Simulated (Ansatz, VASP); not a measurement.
**W: VASP beside Ansatz**

Contents of INCAR:

```
SYSTEM = W
PREC = Accurate
ENCUT = 520
EDIFF = 1E-7
ISMEAR = -1
SIGMA = 0.05
LREAL = .FALSE.
LASPH = .TRUE.
NELM = 80
ALGO = Normal
ISIF = 2
LWAVE = .FALSE.
LCHARG = .FALSE.
NBANDS = 13
```

KPOINTS

```
Automatic mesh
0
G
  11 11 11
  0 0 0
```

The input POSCAR:

```
W
1.0
    0.0000000000      2.0300000000      2.0300000000
    2.0300000000      0.0000000000      2.0300000000
    2.0300000000      2.0300000000      0.0000000000
W
1
Direct
    0.0000000000      0.0000000000      0.0000000000
```

File input.yaml:

```yaml
crystal:
  lattice:
    - [0.0, 2.03, 2.03]
    - [2.03, 0.0, 2.03]
    - [2.03, 2.03, 0.0]
  atoms:
    - { symbol: W, position: [0.0, 0.0, 0.0] }
kpoints:
  mp_grid: { grid: [11, 11, 11] }
  band_path:
    path:
      - [0.0, 0.0, 0.0]
      - [0.5, 0.0, 0.5]
      - [0.5, 0.25, 0.75]
      - [0.375, 0.375, 0.75]
      - [0.0, 0.0, 0.0]
      - [0.5, 0.5, 0.5]
      - [0.625, 0.25, 0.625]
      - [0.5, 0.25, 0.75]
    npoints: 10
scf:
  occupations: { method: fermi_dirac, width: 0.05 }
hamiltonian:
  xc: lda
  pseudopotentials: { kind: all_electron, lapw: { basis_error: 0.001 } }
output:
  forces: true
  stress: true
  eigenvalues: true
```

Alike in both runs: functional LDA; k mesh 11 × 11 × 11; occupations fermi-dirac, width 0.05 eV; no spin polarisation.

|  | VASP | Ansatz |
| --- | --- | --- |
| version | VASP 6.6.1 | Ansatz 0.2.0 |
| potentials or method | VASP PAW LDA potentials, release 64 (W_sv) | all-electron LAPW, scalar-relativistic |
| plane-wave cutoff (eV) | 520 | see its input |
| task | single point | band structure |

Ansatz gave:

| Quantity | Value |
| --- | --- |
| gap on the k mesh at the Fermi level (eV) | none |
| pressure (GPa) | -17.6 |

**Question.** Estimate VASP's values.

**Answer.** gap on the k mesh at the Fermi level (eV): none; pressure (GPa): -16.2.

A gap of «none» marks a metal or a gap that the smearing closes. Ansatz ran all-electron here, so the differences hold the error of VASP's frozen core and of both bases.

Caveats: so large a pressure means that the cell lies far from this level's equilibrium, or that cutoff or potentials fall short (VASP); spin-orbit coupling is left out, which moves the levels of the heavy elements (Ansatz). The runs have no spin-orbit coupling, so splittings on W are missing.
